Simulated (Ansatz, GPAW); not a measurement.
# Ballistic transport through pyrimidine-2,5-dithiol between two Al chains, from relaxation to T(E)

Wanted: T(E) of pyrimidine-2,5-dithiol between two Al chains at a relaxed geometry in two programs, beside the unrelaxed structure.

Calculated with GPAW 26.7.0 and Ansatz 0.2.0; Ansatz plane waves; relaxation of the junction with the lead ends held; PAW set soft_1, in the first sound run; inputs show where later runs differ.

**1. The structure**

The cell holds 24 atoms: 14 Al, 2 S, 4 C, 2 N and 2 H. Cell: a = 14.415 Å, b = 9.000 Å, c = 38.992 Å, α = 90.0°, β = 90.0°, γ = 90.0°. Regions: left lead, 7 atoms (7 Al); channel, 10 atoms (2 S, 4 C, 2 N and 2 H); right lead, 7 atoms (7 Al). Vacuum lies along a and b. The structure is stacked along c, and the current runs across the ab planes.

**2. Relaxation**

Transmission follows bond lengths closely, so the atoms between the held lead ends are relaxed first, from a slightly shaken start that lets symmetry break.

Contents of input.yaml:

```yaml
crystal:
  lattice:
    - [14.4145223817, 0.0, 0.0]
    - [0.0, 9.0, 0.0]
    - [0.0, 0.0, 38.9919256656]
  atoms:
    - { symbol: Al, position: [0.5, 0.5, 0.0307756024] }
    - { symbol: Al, position: [0.5, 0.5, 0.0923268071] }
    - { symbol: Al, position: [0.5, 0.5, 0.1538780119] }
    - { symbol: Al, position: [0.5, 0.5, 0.2154292166] }
    - { symbol: Al, position: [0.5, 0.5, 0.2769804213] }
    - { symbol: Al, position: [0.5028112218, 0.5011436353, 0.337636833] }
    - { symbol: Al, position: [0.4996106305, 0.4988684513, 0.3999076589] }
    - { symbol: S, position: [0.3581781856, 0.5092279385, 0.4202330701] }
    - { symbol: C, position: [0.3608538514, 0.5427236049, 0.4648542255] }
    - { symbol: "N", position: [0.4497581412, 0.5492600844, 0.4794117637] }
    - { symbol: "N", position: [0.2841573491, 0.5528824056, 0.4816823822] }
    - { symbol: C, position: [0.4500196492, 0.5758801932, 0.5112616139] }
    - { symbol: C, position: [0.2922385275, 0.5728049632, 0.5166354383] }
    - { symbol: H, position: [0.5220930435, 0.5861852114, 0.5221761354] }
    - { symbol: H, position: [0.2211079704, 0.5844529215, 0.5290431106] }
    - { symbol: C, position: [0.3787100496, 0.5902326152, 0.5340205374] }
    - { symbol: S, position: [0.3792128481, 0.6171288614, 0.5773844199] }
    - { symbol: Al, position: [0.502433767, 0.4981174059, 0.5996933426] }
    - { symbol: Al, position: [0.5033735885, 0.49709086, 0.6614431199] }
    - { symbol: Al, position: [0.5, 0.5, 0.7230195787] }
    - { symbol: Al, position: [0.5, 0.5, 0.7845707834] }
    - { symbol: Al, position: [0.5, 0.5, 0.8461219881] }
    - { symbol: Al, position: [0.5, 0.5, 0.9076731929] }
    - { symbol: Al, position: [0.5, 0.5, 0.9692243976] }
kpoints:
  mp_grid: { grid: [1, 1, 2] }
hamiltonian:
  xc: pbe
  pseudopotentials: { kind: paw, azcp: { folder: soft_1 } }
scf:
  occupations: { method: fermi_dirac, width: 0.1 }
relax:
  f_tol: 0.03
  max_steps: 80
  constraints: [{ sites: [0, 1, 2, 3, 4, 19, 20, 21, 22, 23] }]
```

Started as:

```sh
> ansatz run input.yaml --threads 4 --pin off --max-ram 8192MiB --backend cpu --events-out ev --progress --plain --runs-dir out
```

Numbers of over 12 decimals in the logs are rounded to 6 here.

Log:

```text
Engine: ansatz 0.2.0, aarch64-unknown-linux-gnu
Pseudopotentials: kind: paw
Pseudopotential: Al, paw, valence charge 3, recommended cutoff 420 eV (normal), soft_1/Al.paw.azcp
Pseudopotential: S, paw, valence charge 6, recommended cutoff 420 eV (normal), soft_1/S.paw.azcp
Pseudopotential: C, paw, valence charge 4, recommended cutoff 420 eV (normal), soft_1/C.paw.azcp
Pseudopotential: N, paw, valence charge 5, recommended cutoff 420 eV (normal), soft_1/N.paw.azcp
Pseudopotential: H, paw, valence charge 1, recommended cutoff 420 eV (normal), soft_1/H.paw.azcp
Functional definition: PBE
  parameter kappa = 0.804
  parameter beta = 0.066725
  exchange = pbe_x(kappa = kappa, mu = beta*pi^2/3)
  correlation = pbe_c(beta = beta)
Crystal: 24 atoms, lattice volume = 5058.450 Å³
Basis set: ecut = 420 eV, 98769 PW (Γ), exchange–correlation on 200×128×540 points (8 copies of the dense FFT grid, shifted against one another)
Bands: 65, of which v1, the nominal top of the filled ones, is band 41 counted from 1 (40 counted from 0)
Symmetry: 1 space group operations
Space group: P1 (ITA 1), of the structure as read, at distance tolerance 1.7e-4 Å
k-points: 2
Non-local potential: Al, projectors of the file, l = 0: 2, l = 1: 2, l = 2: 1
Non-local potential: S, projectors of the file, l = 0: 2, l = 1: 2, l = 2: 1
Non-local potential: C, projectors of the file, l = 0: 2, l = 1: 2, l = 2: 1
Non-local potential: N, projectors of the file, l = 0: 2, l = 1: 2, l = 2: 1
Non-local potential: H, projectors of the file, l = 0: 2, l = 1: 1
PAW form: soft (Blöchl's): semilocal exchange-correlation on the pseudo side does not see the compensation charge
PAW one-centre angular grid: Al, 110 points (default); XC on 64 Gauss nodes
PAW one-centre angular grid: S, 110 points (default); XC on 64 Gauss nodes
PAW one-centre angular grid: C, 110 points (default); XC on 64 Gauss nodes
PAW one-centre angular grid: N, 110 points (default); XC on 64 Gauss nodes
PAW one-centre angular grid: H, 110 points (default); XC on 64 Gauss nodes
Initial density: superposition of atomic densities (neutral atoms: chi_scale 0, normalization atom)
Initial wavefunctions: pseudopotential atomic-orbital guess
Functional: x = pbe(κ = 0.804, μ = 0.219515), c = pbe(β = 0.066725)
SCF iter   1: F=—  HF=-11114.784231 eV  |F-HF|=—  |Δ(HF+E_count)|=         —  Δρ=2.31e-2  dr2=7.61e1  ethr=3.10e-3  ⟨swp⟩=13.0  Hψ=778  notcnv=0
preconditioner: auto → LDOS  [metal: Δε(μ)=0.044 eV  Ē_g=5.308 eV  σ=0.100 eV  W_gap=0.11  n_scr=204 (ndim 8)  ℏωp=3.9 eV  f_vac=0.705  D(μ)=29.11/eV (n_scr^D=94)  β→1.0]
SCF iter   2: F=—  HF=-11109.681988 eV  |F-HF|=—  |Δ(HF+E_count)|=    5.10e0  Δρ=2.22e-2  dr2=2.56e1  ethr=3.10e-3  ⟨swp⟩=12.0  Hψ=654  notcnv=0  defer=4
SCF iter   3: F=—  HF=-11105.681263 eV  |F-HF|=—  |Δ(HF+E_count)|=    4.00e0  Δρ=6.56e-3  dr2=2.76e0  ethr=3.10e-3  ⟨swp⟩=13.5  Hψ=521  notcnv=0  defer=4
SCF iter   4: F=—  HF=-11105.319932 eV  |F-HF|=—  |Δ(HF+E_count)|=   3.61e-1  Δρ=2.17e-3  dr2=5.01e-1  ethr=3.10e-3  ⟨swp⟩=2.5  Hψ=282  notcnv=0  defer=2
SCF iter   5: F=—  HF=-11105.325709 eV  |F-HF|=—  |Δ(HF+E_count)|=   5.78e-3  Δρ=1.49e-3  dr2=2.14e-1  ethr=6.11e-4  ⟨swp⟩=5.0  Hψ=278  notcnv=0  defer=4
SCF iter   6: F=—  HF=-11105.299632 eV  |F-HF|=—  |Δ(HF+E_count)|=   2.61e-2  Δρ=5.21e-4  dr2=3.35e-2  ethr=2.61e-4  ⟨swp⟩=3.5  Hψ=267  notcnv=0  defer=4
SCF iter   7: F=—  HF=-11105.297682 eV  |F-HF|=—  |Δ(HF+E_count)|=   1.95e-3  Δρ=2.06e-4  dr2=8.51e-3  ethr=4.09e-5  ⟨swp⟩=3.0  Hψ=227  notcnv=0  defer=4
SCF iter   8: F=—  HF=-11105.297435 eV  |F-HF|=—  |Δ(HF+E_count)|=   2.47e-4  Δρ=1.24e-4  dr2=1.79e-3  ethr=1.04e-5  ⟨swp⟩=3.0  Hψ=229  notcnv=0  defer=4
SCF iter   9: F=—  HF=-11105.297255 eV  |F-HF|=—  |Δ(HF+E_count)|=   1.80e-4  Δρ=3.97e-5  dr2=2.17e-4  ethr=2.18e-6  ⟨swp⟩=3.0  Hψ=238  notcnv=0  defer=2
SCF iter  10: F=—  HF=-11105.297304 eV  |F-HF|=—  |Δ(HF+E_count)|=   4.93e-5  Δρ=2.42e-5  dr2=6.32e-5  ethr=2.64e-7  ⟨swp⟩=2.0  Hψ=206  notcnv=0  defer=2
SCF iter  11: F=-11105.297299 eV  HF=-11105.297310 eV  |F-HF|=1.13e-5  |Δ(HF+E_count)|=   5.32e-6  Δρ=1.35e-5  dr2=2.05e-5  ethr=2.74e-8  ⟨swp⟩=5.5  Hψ=473  notcnv=0
SCF 1 converged in 11 iterations: F = -11105.297299 eV  dr2 = 2.05e-5
  greatest PAW one-centre occupation: 0.858 electrons in one spin orbital (limit 2), on the S atom at site 7 (counted from 0), in its partial waves of l = 0
relax step   1: F+E_penalty+E_count = -11105.29729850 eV  Δ(F+E_penalty+E_count) = +0.000e0 eV  max|allowed force component| = 4.188e0 eV/Å  Δτ_max = 0.0000 Å  (11 SCF iters, dr2 threshold 2.25e-5 eV, accepted)
Initial density: handed on by an earlier stage of this run
Initial wavefunctions: those handed on with the density
iter 1 solved again at ethr=1.17e-3 eV; its pass at ethr=3.10e-3 eV (dr2=9.58e-1 eV) is discarded
SCF iter   1: F=—  HF=-11106.189760 eV  |F-HF|=—  |Δ(HF+E_count)|=         —  Δρ=2.65e-3  dr2=9.26e-1  ethr=1.17e-3  ⟨swp⟩=2.5  Hψ=527  notcnv=0  defer=3
preconditioner: auto → LDOS  [metal: Δε(μ)=0.019 eV  Ē_g=5.162 eV  σ=0.100 eV  W_gap=0.05  n_scr=204 (ndim 8)  ℏωp=4.2 eV  f_vac=0.737  D(μ)=22.06/eV (n_scr^D=68)  β→1.0]
SCF iter   2: F=—  HF=-11106.148315 eV  |F-HF|=—  |Δ(HF+E_count)|=   4.14e-2  Δρ=1.88e-3  dr2=3.78e-1  ethr=1.13e-3  ⟨swp⟩=4.5  Hψ=266  notcnv=0  defer=3
SCF iter   3: F=—  HF=-11106.106401 eV  |F-HF|=—  |Δ(HF+E_count)|=   4.19e-2  Δρ=1.14e-3  dr2=1.45e-1  ethr=4.60e-4  ⟨swp⟩=4.5  Hψ=281  notcnv=0  defer=3
SCF iter   4: F=—  HF=-11106.080792 eV  |F-HF|=—  |Δ(HF+E_count)|=   2.56e-2  Δρ=3.45e-4  dr2=2.61e-2  ethr=1.77e-4  ⟨swp⟩=3.5  Hψ=249  notcnv=0  defer=3
SCF iter   5: F=—  HF=-11106.078408 eV  |F-HF|=—  |Δ(HF+E_count)|=   2.38e-3  Δρ=1.69e-4  dr2=3.69e-3  ethr=3.18e-5  ⟨swp⟩=1.5  Hψ=175  notcnv=0  defer=2
SCF iter   6: F=—  HF=-11106.078053 eV  |F-HF|=—  |Δ(HF+E_count)|=   3.55e-4  Δρ=7.54e-5  dr2=7.38e-4  ethr=4.50e-6  ⟨swp⟩=2.0  Hψ=192  notcnv=0  defer=2
SCF iter   7: F=—  HF=-11106.078057 eV  |F-HF|=—  |Δ(HF+E_count)|=   4.06e-6  Δρ=3.74e-5  dr2=1.78e-4  ethr=8.99e-7  ⟨swp⟩=2.0  Hψ=202  notcnv=0  defer=2
SCF iter   8: F=-11106.078046 eV  HF=-11106.078068 eV  |F-HF|=2.23e-5  |Δ(HF+E_count)|=   1.15e-5  Δρ=2.19e-5  dr2=4.31e-5  ethr=1.22e-7  ⟨swp⟩=3.5  Hψ=499  notcnv=0
SCF 2 converged in 8 iterations: F = -11106.078046 eV  dr2 = 4.31e-5
  greatest PAW one-centre occupation: 0.860 electrons in one spin orbital (limit 2), on the S atom at site 7 (counted from 0), in its partial waves of l = 0
relax step   2: F+E_penalty+E_count = -11106.07804618 eV  Δ(F+E_penalty+E_count) = -7.807e-1 eV  max|allowed force component| = 1.947e0 eV/Å  Δτ_max = 0.1950 Å  (8 SCF iters, dr2 threshold 1.00e-4 eV, accepted)
[...]
relax step  16: F+E_penalty+E_count = -11107.28650237 eV  Δ(F+E_penalty+E_count) = -3.130e-2 eV  max|allowed force component| = 1.536e-1 eV/Å  Δτ_max = 0.1923 Å  (6 SCF iters, dr2 threshold 3.50e-5 eV, accepted)
relax step  17: F+E_penalty+E_count = -11107.31309146 eV  Δ(F+E_penalty+E_count) = -2.659e-2 eV  max|allowed force component| = 1.036e-1 eV/Å  Δτ_max = 0.1950 Å  (8 SCF iters, dr2 threshold 1.00e-5 eV, accepted)
relax step  18: F+E_penalty+E_count = -11107.34001772 eV  Δ(F+E_penalty+E_count) = -2.693e-2 eV  max|allowed force component| = 9.207e-2 eV/Å  Δτ_max = 0.1958 Å  (8 SCF iters, dr2 threshold 4.56e-6 eV, accepted)
relax step  19: F+E_penalty+E_count = -11107.36134757 eV  Δ(F+E_penalty+E_count) = -2.133e-2 eV  max|allowed force component| = 8.899e-2 eV/Å  Δτ_max = 0.1998 Å  (8 SCF iters, dr2 threshold 3.85e-6 eV, accepted)
relax step  20: F+E_penalty+E_count = -11107.37914611 eV  Δ(F+E_penalty+E_count) = -1.780e-2 eV  max|allowed force component| = 1.100e-1 eV/Å  Δτ_max = 0.1944 Å  (8 SCF iters, dr2 threshold 6.25e-6 eV, accepted)
relax step  21: F+E_penalty+E_count = -11107.39222118 eV  Δ(F+E_penalty+E_count) = -1.308e-2 eV  max|allowed force component| = 1.097e-1 eV/Å  Δτ_max = 0.1911 Å  (7 SCF iters, dr2 threshold 1.13e-5 eV, accepted)
relax step  22: F+E_penalty+E_count = -11107.40080675 eV  Δ(F+E_penalty+E_count) = -8.586e-3 eV  max|allowed force component| = 9.175e-2 eV/Å  Δτ_max = 0.1948 Å  (7 SCF iters, dr2 threshold 1.20e-5 eV, accepted)
relax step  23: F+E_penalty+E_count = -11107.40478199 eV  Δ(F+E_penalty+E_count) = -3.975e-3 eV  max|allowed force component| = 7.529e-2 eV/Å  Δτ_max = 0.1947 Å  (8 SCF iters, dr2 threshold 5.89e-6 eV, accepted)
relax step  24: F+E_penalty+E_count = -11107.40569534 eV  Δ(F+E_penalty+E_count) = -9.134e-4 eV  max|allowed force component| = 6.478e-2 eV/Å  Δτ_max = 0.0896 Å  (7 SCF iters, dr2 threshold 3.82e-6 eV, accepted)
relax step  25: F+E_penalty+E_count = -11107.40659288 eV  Δ(F+E_penalty+E_count) = -8.975e-4 eV  max|allowed force component| = 2.789e-2 eV/Å  Δτ_max = 0.0251 Å  (6 SCF iters, dr2 threshold 2.83e-6 eV, accepted)
iter 1 solved again at ethr=9.75e-10 eV; its pass at ethr=3.10e-3 eV (dr2=8.00e-7 eV) is discarded
SCF iter   1: F=—  HF=-11107.406900 eV  |F-HF|=—  |Δ(HF+E_count)|=         —  Δρ=2.82e-6  dr2=8.00e-7  ethr=9.75e-10  ⟨swp⟩=1.0  Hψ=316  notcnv=0
preconditioner: auto → LDOS  [metal: Δε(μ)=0.040 eV  Ē_g=5.262 eV  σ=0.100 eV  W_gap=0.10  n_scr=204 (ndim 8)  ℏωp=4.2 eV  f_vac=0.734  D(μ)=18.87/eV (n_scr^D=38)  β→1.0]
SCF iter   2: F=—  HF=-11107.406593 eV  |F-HF|=—  |Δ(HF+E_count)|=   3.07e-4  Δρ=2.81e-6  dr2=5.94e-7  ethr=9.75e-10  ⟨swp⟩=2.0  Hψ=215  notcnv=0
SCF iter   3: F=—  HF=-11107.406593 eV  |F-HF|=—  |Δ(HF+E_count)|=   3.24e-8  Δρ=1.96e-6  dr2=2.77e-7  ethr=7.24e-10  ⟨swp⟩=2.0  Hψ=196  notcnv=0
SCF iter   4: F=-11107.406593 eV  HF=-11107.406593 eV  |F-HF|=7.84e-9  |Δ(HF+E_count)|=   9.60e-9  Δρ=8.06e-7  dr2=4.99e-8  ethr=1.22e-10  ⟨swp⟩=4.0  Hψ=512  notcnv=0
SCF 26 converged in 4 iterations: F = -11107.406593 eV  dr2 = 4.99e-8
relax step  26: F+E_penalty+E_count = -11107.40659323 eV  Δ(F+E_penalty+E_count) = -3.459e-7 eV  max|allowed force component| = 2.782e-2 eV/Å  Δτ_max = 0.0000 Å  (4 SCF iters, accepted)
NSCF: frozen V_eff on 2 k-points
the band table was solved once a step of the walk had ended and its energy, with any forces and stress, was formed, with the checks that follow a solve (771 applications of the Hamiltonian). They found nothing against the state; the energy, forces and stress were not computed again (output.eigenvalues in the input reference)
SCF converged after 4 iterations
Free energy (F): -11107.406593 eV
Harris-Foulkes:  -11107.406593 eV  (|F-HF|=7.84e-9)
Internal energy: -11106.784026 eV  (E = F + TS)
E sigma→0 (E₀):  -11107.095310 eV
Entropy (-TS):   -0.622567 eV (-25.940 meV/atom)
Fermi energy:    -3.317478 eV
--- Per-component energies (eV) ---
  E_band       = -766.370862
  E_kinetic    = 1104.961411
  E_local      = -12220.283593  (includes V_loc(G=0)·N_el)
  E_nonlocal   = 386.413103
  E_hartree    = 5509.568618
  E_xc         = -982.877167
  E_vxc        = -913.826399  (∫ρ·V_xc dr)
  E_paw        = -8447.095783  (= ΣΔE_a)
  E_vpaw       = -142.774570  (= ΣTr[D̂ρ^β])
  E_aug_tail   = -0.000350  (compensation charges beyond the density's cutoff)
  E_ewald      = 3542.529735
  E_smearing   = -0.622567  (= −TS)
  E_closure    = 0.000000  (closes the sum)
  Σ components = -11107.406593   (vs F -11107.406593, Δ=0.00e0)
--- Forces (eV/Å), atoms counted from 1 ---
  atom   1  Al    -0.00186938    -0.01340841    -0.03482405
  atom   2  Al     0.00652654    -0.00832973    -0.03236395
  atom   3  Al    -0.02530268     0.07420413    -0.01477922
  atom   4  Al     0.05020119    -0.16053707    -0.35407887
  atom   5  Al    -0.02178629     0.10603581     1.13286407
  atom   6  Al     0.00004582     0.00538941    -0.01638472
  atom   7  Al    -0.00375408     0.00395578    -0.00197916
  atom   8  S      0.00304561    -0.00185891     0.01416027
  atom   9  C      0.00927276     0.00709317    -0.01717772
  atom  10  N     -0.00719941    -0.00585788     0.02574696
  atom  11  N      0.02345360    -0.00471593     0.01645830
  atom  12  C     -0.00529356    -0.00499552    -0.00231275
  atom  13  C      0.00705303    -0.00333033    -0.01939686
  atom  14  H     -0.01113089     0.00329569    -0.00212283
  atom  15  H     -0.00006932    -0.00061707     0.00388909
  atom  16  C     -0.00932164     0.01452900     0.00638455
  atom  17  S     -0.02782048    -0.01682680     0.00392705
  atom  18  Al     0.01597166     0.00461328    -0.00433349
  atom  19  Al    -0.00172241     0.00141318    -0.00022288
  atom  20  Al    -0.06403065    -0.03645259    -0.97144205
  atom  21  Al     0.09656063     0.04330160     0.20794087
  atom  22  Al    -0.04422254    -0.01884766    -0.01270519
  atom  23  Al     0.01021680     0.00006058     0.05131379
  atom  24  Al     0.00114987     0.01166299     0.02138846
  max |Σ_I F_I| component: 2.23e-4 eV/Å
--- Band table (eV) ---
  k-point 0: bands = [... 37 lower, -3.6545, -3.5444, -3.5112, -3.3514, -3.3115, -3.1385, -3.0496, -2.8229, ... 20 higher]
  k-point 1: bands = [... 37 lower, -3.6546, -3.5403, -3.5113, -3.3630, -3.3108, -3.1053, -3.0560, -2.9111, ... 20 higher]
--- Relaxed structure (26 steps of the walk, 26 accepted, 0 SCFs on fresh bases) ---
  F+E_penalty+E_count = -11107.40659323 eV   max|allowed force component| = 2.782e-2 eV/Å
  atoms:
    - { symbol: Al, position: [0.5, 0.5, 0.030776] }
    - { symbol: Al, position: [0.5, 0.5, 0.0923268071] }
    - { symbol: Al, position: [0.5, 0.5, 0.153878] }
    - { symbol: Al, position: [0.5, 0.5, 0.215429] }
    - { symbol: Al, position: [0.5, 0.5, 0.2769804213] }
    - { symbol: Al, position: [0.518320, 0.373476, 0.337324] }
    - { symbol: Al, position: [0.464255, 0.508677, 0.395111] }
    - { symbol: S, position: [0.312615, 0.478137, 0.413149] }
    - { symbol: C, position: [0.371898, 0.494672, 0.452031] }
    - { symbol: N, position: [0.466907, 0.495718, 0.448075] }
    - { symbol: N, position: [0.329390, 0.509214, 0.482181] }
    - { symbol: C, position: [0.520223, 0.507770, 0.476511] }
    - { symbol: C, position: [0.382754, 0.523401, 0.509970] }
    - { symbol: H, position: [0.595260, 0.507505, 0.472763] }
    - { symbol: H, position: [0.346288, 0.538505, 0.534359] }
    - { symbol: C, position: [0.480849, 0.521353, 0.509297] }
    - { symbol: S, position: [0.551921, 0.546900, 0.546049] }
    - { symbol: Al, position: [0.467462, 0.471117, 0.594220] }
    - { symbol: Al, position: [0.549009, 0.529373, 0.657487] }
    - { symbol: Al, position: [0.5, 0.5, 0.723020] }
    - { symbol: Al, position: [0.5, 0.5, 0.784571] }
    - { symbol: Al, position: [0.5, 0.5, 0.846122] }
    - { symbol: Al, position: [0.5, 0.5, 0.907673] }
    - { symbol: Al, position: [0.5, 0.5, 0.9692243976] }
```

It took 6 min on 4 threads of Arm Neoverse V1, shared host; peak memory 4.6 GiB; 23 min of CPU time.

The steps of the relaxation (22 of 26):

```tsv
step	energy less that of the first step (eV)	largest force component (eV/Å)
1	0.0000	4.1876
2	-0.7807	1.9473
3	-1.2072	0.6657
5	-1.4757	0.3934
6	-1.5428	0.2172
7	-1.5972	0.2403
8	-1.6465	0.2613
9	-1.6876	0.2670
11	-1.7696	0.3080
12	-1.8205	0.3616
13	-1.8722	0.3178
14	-1.9191	0.2973
15	-1.9579	0.2358
16	-1.9892	0.1536
18	-2.0427	0.0921
19	-2.0640	0.0890
20	-2.0818	0.1100
21	-2.0949	0.1097
22	-2.1035	0.0917
24	-2.1084	0.0648
25	-2.1093	0.0279
26	-2.1093	0.0278
```

The atoms that moved most (Å):

```tsv
atom	dx	dy	dz	length
S17	2.490	-0.632	-1.222	2.844
H14	1.055	-0.708	-1.927	2.308
C16	1.472	-0.620	-0.964	1.866
H15	1.804	-0.414	0.207	1.863
C12	1.012	-0.613	-1.355	1.799
C13	1.305	-0.445	-0.260	1.403
N10	0.247	-0.482	-1.222	1.337
Al6	0.224	-1.149	-0.012	1.171
```

Numbers from this step:

```yaml
free_energy: -11107.4066 eV
smearing_term_ts: 0.6226 eV
symmetry_operations: 1
```

The relaxation lowered the energy of the cell by 2.11 eV.

(Part 1 of 4 ends here.)

[Logs are printed without paths, hosts, clocks, repeated set-up lines and the standing remarks that a program may print on its own settings, such as how far it seeks lower states.]

[Hosts, paths, dates, database ids (printed as entryN), source tags and the programs' standing remarks are cut or masked in the printed files.]
